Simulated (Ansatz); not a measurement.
Set up this calculation in Ansatz 0.2.0, as the native input.

```
Task                : relaxation of cell and atoms
Functional          : r2SCAN
Dispersion          : D4
Potentials or basis : Ansatz PAW
Cutoff              : 500 eV (not typed: the program's choice for these potentials)
k mesh              : 8 × 8 × 2
Occupations         : fermi-dirac, width 0.05 eV
Spin                : no spin polarisation
```

ZnS (Wurtzite-6H):

```
CELL_PARAMETERS angstrom
3.81200 0.00000 0.00000
-1.90600 3.30129 0.00000
0.00000 0.00000 18.68999
ATOMIC_POSITIONS crystal
Zn 0.33333 0.66667 0.83333
Zn 0.66667 0.33333 0.33333
Zn 0.66667 0.33333 0.66667
Zn 0.33333 0.66667 0.16667
Zn 0.00000 0.00000 0.50000
Zn 0.00000 0.00000 0.00000
S 0.33333 0.66667 0.95833
S 0.66667 0.33333 0.45833
S 0.66667 0.33333 0.79167
S 0.33333 0.66667 0.29167
S 0.00000 0.00000 0.62500
S 0.00000 0.00000 0.12500
```

These files were run (other wordings do the same):

input.yaml

```yaml
crystal:
  lattice:
    - [3.812, 0.0, 0.0]
    - [-1.906, 3.3012888392, 0.0]
    - [0.0, 0.0, 18.68999]
  atoms:
    - { symbol: Zn, position: [0.3333333333, 0.6666666667, 0.83333] }
    - { symbol: Zn, position: [0.6666666667, 0.3333333333, 0.33333] }
    - { symbol: Zn, position: [0.6666666667, 0.3333333333, 0.66667] }
    - { symbol: Zn, position: [0.3333333333, 0.6666666667, 0.16667] }
    - { symbol: Zn, position: [0.0, 0.0, 0.5] }
    - { symbol: Zn, position: [0.0, 0.0, 0.0] }
    - { symbol: S, position: [0.3333333333, 0.6666666667, 0.95833] }
    - { symbol: S, position: [0.6666666667, 0.3333333333, 0.45833] }
    - { symbol: S, position: [0.6666666667, 0.3333333333, 0.79167] }
    - { symbol: S, position: [0.3333333333, 0.6666666667, 0.29167] }
    - { symbol: S, position: [0.0, 0.0, 0.625] }
    - { symbol: S, position: [0.0, 0.0, 0.125] }
hamiltonian:
  xc: r2scan
  pseudopotentials: { kind: paw }
  dispersion: d4
kpoints:
  mp_grid: { grid: [8, 8, 2] }
scf:
  occupations: { method: fermi_dirac, width: 0.05 }
output:
  forces: true
  stress: true
relax:
  f_tol: 0.01
  max_steps: 40
  cell: { stress_tol: 0.05 }
```

Potentials or basis: Ansatz PAW.

Command:

```bash
$ ansatz run input.yaml --threads 2 --pin off --max-ram 5120MiB --backend cpu --events-out ev --progress --plain --runs-dir out
```

It gave:

| Item | Value |
| --- | --- |
| Relaxed volume | 19.35 Å³/atom |
| Relaxed cell | a = 3.795 Å, b = 3.795 Å, c = 18.621 Å, α = 90.00°, β = 90.00°, γ = 120.00° |
| Space group after relaxing (to 0.05 Å) | P6_3mc (No. 186) |
| Energy gained by relaxing | 0.8 meV/atom |
| Ionic steps | 4 |
| Pressure after relaxing | 0.0 GPa |
| Band gap on the k mesh | 2.78 eV |

Caveat: the plane-wave basis is chosen anew once the cell has moved, so the energies of steps on either side of that aren't comparable; the PAW data sets come from PBE, with cores solved anew for the run's functional, which leaves a small shift of forces and pressure.

Wall time 2.2 min on 2 threads of AMD EPYC 7R43 64-Core Processor (Zen 3) (shared host), peak memory 1.2 GiB.
